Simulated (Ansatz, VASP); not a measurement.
# S in VASP and in Ansatz

```
S
1.0
     5.99645    0.00000    0.00000
    -2.99822    5.19307    0.00000
     0.00000    0.00000    2.10795
S
3
Direct
  0.00000 0.00000 0.00000
  0.33333 0.66667 0.50000
  0.66667 0.33333 0.50000
```

Alike in both runs: functional PBEsol; k mesh 6 × 6 × 6; occupations gaussian, width 0.1 eV; no spin polarisation.

Ansatz relaxed the structure, and its values are those at the end. VASP's run is a single point on that final structure, the one shown.

```csv
,VASP,Ansatz
version,VASP 6.6.1,Ansatz 0.2.0
potentials or method,"VASP PAW PBE potentials, release 64 (S)","scalar-relativistic, plane waves, PAW"
plane-wave cutoff (eV),520,420
valence electrons in the cell,18,18
```

|  | VASP | Ansatz | Ansatz less VASP |
| --- | --- | --- | --- |
| gap on the k mesh at the Fermi level (eV) | none | none | - |
| pressure (GPa) | 0.1 | 0.2 | +0.02 |

A gap of «none» marks a metal or a gap that the smearing closes. The functional is the same, so the differences come from potentials, cutoffs and numerics.

Caveats: the k mesh is coarse (spacing up to 0.50 Å⁻¹), so the values aren't converged; the PAW data sets were made with another functional, which shifts forces and pressure a little (VASP).
